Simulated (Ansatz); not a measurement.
Computed properties of Ge

```
Ge
1.0
     0.00000    2.13932    2.13932
     2.13932    0.00000    2.13932
     2.13932    2.13932    0.00000
Ge
1
Direct
  0.00000 0.00000 0.00000
```

Conventional cell: a = 4.279 Å, b = 4.279 Å, c = 4.279 Å, α = 90.00°, β = 90.00°, γ = 90.00°. Ge (atom 1) is surrounded by 12 Ge at 3.03 Å.

The structure comes from a relaxation in the same program, started in the fcc type, and has space group Fm-3m. Whether it is a known phase or the ground state wasn't checked.

All numbers below come from DFT, PBE, all-electron LAPW, scalar-relativistic (Ansatz 0.2.0).

Numerical set-up: a Γ-centred 16×16×16 k mesh, Fermi–Dirac smearing of 0.08 eV, basis error target 1 meV/atom, no spin polarisation.

```json
{"Band gap": "none: bands cross the Fermi level, a metal", "Density of states at the Fermi level (0.2 eV bin)": "0.45 states/eV per cell", "Volume per atom": "19.58 Å³", "Pressure at this cell": "-0.1 kbar"}
```
